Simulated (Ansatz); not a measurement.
**Two structures of CoSi2 under several functionals**

Plane-wave DFT in Ansatz with scalar-relativistic PAW potentials (420 eV, r2SCAN 500 eV). Each structure was relaxed within its symmetry at each level.
A. I4/mcm, 6 atoms in the computed cell, a = 5.478 Å, c = 4.862 Å; sites (symmetry × multiplicity) Co 422 × 4, Si m.2m × 8
B. Fm-3m, 3 atoms in the computed cell, a = 5.360 Å; sites (symmetry × multiplicity) Co m-3m × 4, Si -43m × 8
(cells at PBE)

Does the choice of functional change which is lower?

| level | E(B) − E(A) (meV/atom) | V(A) (Å³/atom) | V(B) (Å³/atom) |
| --- | --- | --- | --- |
| PBE | -113 | 12.16 | 12.83 |
| PBEsol | -100 | 11.82 | 12.49 |

No: at every level B is lower; the difference varies by 13 meV/atom between levels. Functionals that bind more strongly (LDA, PBEsol, a dispersion term) tend to favour the denser structure.

Spin polarisation was left out, and a magnetic state may lie lower.